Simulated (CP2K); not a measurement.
Si2Ni under changes of volume

One of the cells (13.166 Å³/atom); the others are scaled copies at fixed shape and fractional positions:

```xyz
3
Lattice="3.8226 0.0000 0.0000 1.9113 3.3105 0.0000 1.9113 1.1035 3.1212" Properties=species:S:1:pos:R:3 pbc="T T T"
Ni    0.0000    0.0000    0.0000
Si    5.7339    3.3105    2.3409
Si    1.9113    1.1035    0.7803
```

* Program: CP2K 2026.2
* Functional: LDA
* Potentials or basis: GTH_POTENTIALS Ni GTH-PADE-q18, Si GTH-PADE-q4; TZVP-MOLOPT-SR-GTH, TZVP-MOLOPT-PBE-GTH basis
* Density cutoff: 8163 eV
* k mesh: 9 × 9 × 9
* Occupations: fermi-dirac, width 0.05 eV
* Spin: collinear spin, ferromagnetic start
* Starting moments: [1.0, 0.0, 0.0] μB

| volume (Å³/atom) | energy over the lowest point (meV/atom) | pressure (GPa) |
| --- | --- | --- |
| 12.376 | ? | ? |
| 12.639 | 0.00 | 1.4 |
| 12.902 | 0.26 | -1.9 |
| 13.166 | 5.70 | -4.9 |
| 13.429 | 15.88 | -7.6 |
| 13.692 | 30.38 | -10.1 |
| 13.956 | 48.79 | -12.3 |

What does the run at 12.376 Å³/atom give?

Energy over the lowest point 5.43 meV/atom; pressure 5.1 GPa.

Worked out: A Birch-Murnaghan fit of order 3 (a polynomial in V^(-2/3)) to the other rows has its minimum at 12.76 Å³/atom with B0 = V·E''(V) = 162 GPa and B' = 3.7. It gives 5.50 meV/atom at 12.376 Å³/atom, against the run's 5.43, and -dE/dV = 5.2 GPa, against 5.1.

Energies are extrapolated to zero smearing.

Caveats: the basis of atomic orbitals isn't converged, which shifts pressures, moduli and gaps; the total moment is fixed, so each spin has its own Fermi level.
